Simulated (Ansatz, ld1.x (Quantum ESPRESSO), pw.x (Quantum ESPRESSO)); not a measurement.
Zn (Z = 30) (bcc): variants of one RRKJ potential in the solid

Zn, norm-conserving RRKJ (Kleinman–Bylander form), made with ld1.x (Quantum ESPRESSO) 7.5 (PBE, scalar-relativistic). Core [Ar] 3d10, reference 4s1 4p1. Waves: 4s (bound): rc 2.15 bohr; 4p (bound): rc 2.60 bohr. Local part: all-electron potential smoothed inside 1.70 bohr (lloc = -1). Core correction: Bessel-smoothed model core, default radius (core density twice the valence density). rho0 = 0.001.

Crystal test: bcc Zn in pw.x 7.5, no spin, 15³ k-points, Fermi–Dirac smearing 0.01 Ry, cutoffs set for each file from its atomic test. The reference is all-electron LAPW (Ansatz 0.2.0) with the same functional, mesh and smearing; V0 and B0 come from Birch–Murnaghan fits to the pressures at five volumes. Errors are pseudo minus all-electron; Δ is the rms difference of the E(V) curves that follow from these fits, minima aligned, over ±6 % about the mean V0. Mesh and smearing are coarse, so the numbers serve the comparison and aren't converged zero-temperature values; the lattice is a test structure that the element need not adopt.

All-electron: a0 = 3.134 Å (V0 = 15.39 Å³/atom), B0 = 64.0 GPa.

Base: This is a poor potential for the solid. The pseudo pressure rises with volume over the whole range, a mechanical instability.

1 further variants are left out: they gave no file fit for a test, a broken result, the same result as the base, or pressures whose basis-set error rivals the error shown.

A dash in a converged row means that the minimum lies outside the volumes sampled.

```tsv
change	cutoffs (Ry)	pw.x	mean pressure error (GPa)
base	50/200	converged	-21.28
reference 4s1.5 4p0.5	50/200	converged	-22.99
all radii but the core radius scaled by about 1.36 (s 2.92, p 3.54 bohr); local potential all-electron potential smoothed inside 2.32 bohr (lloc = -1)	50/200	converged	-18.89
type ultrasoft; waves now 4s (bound): rcut 1.85, rcutus 2.15 bohr; 4s channel at 0.1 Ry: rcut 1.85, rcutus 2.15 bohr; 4p (bound): rcut 2.25, rcutus 2.60 bohr; 4p channel at 0.55 Ry: rcut 2.25, rcutus 2.60 bohr; local potential all-electron potential smoothed inside 2.05 bohr (lloc = -2); augmentation built from norm-conserving waves at rcut, not smoothed further; rho0 0	40/600	converged	-18.16
```

(1) Give the row for: local potential all-electron potential smoothed inside 2.25 bohr (lloc = -2).

Answers

(1) pw.x: converged; mean pressure error (GPa): -17.64.
